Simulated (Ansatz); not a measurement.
Crystal: Rh.

```
Rh
1.0
     2.69174    0.00000    0.00000
    -1.34587    2.33112    0.00000
     0.00000    0.00000    8.79807
Rh
4
Direct
  0.66667 0.33333 0.75000
  0.00000 0.00000 0.50000
  0.33333 0.66667 0.25000
  0.00000 0.00000 0.00000
```

This isn't the form of Rh at room conditions, which is fcc.

- Program: Ansatz 0.2.0
- Task: single point
- Functional: PBEsol
- Potentials or basis: all-electron LAPW, scalar-relativistic
- Cutoff: 276 eV (chosen from the basis error)
- Basis error allowed: 0.001 eV/atom
- k mesh: 11 × 11 × 3
- Occupations: fermi-dirac, width 0.05 eV
- Spin: no spin polarisation

On this cell: pressure -5.6 GPa; largest force under 0.003 eV/Å; band gap on the k mesh none (metal or under the smearing width).

The same run follows on a disturbed copy (atoms moved at random, drawn with an rms of 0.05 Å):

```
CELL_PARAMETERS angstrom
2.69174 0.00000 0.00000
-1.34587 2.33112 0.00000
0.00000 0.00000 8.79807
ATOMIC_POSITIONS crystal
Rh 0.67596 0.32886 0.74933
Rh 0.01717 0.02914 0.50337
Rh 0.30521 0.64707 0.24877
Rh 0.02681 0.99802 0.00354
```

Q: What changes?

A: The energy (extrapolated to zero smearing) moves by +13.8 meV/atom; pressure -5.0 GPa; largest force 0.645 eV/Å; band gap on the k mesh none (metal or under the smearing width).

Forces on the atoms (eV/Å):
```
Rh  -0.033  0.144  0.392
Rh  -0.040 -0.322 -0.362
Rh   0.370  0.270  0.453
Rh  -0.297 -0.092 -0.483
```

Stress tensor (GPa, compression positive):
```
-4.92 -0.50  0.24
-0.50 -4.61  0.00
 0.24  0.00 -5.46
```
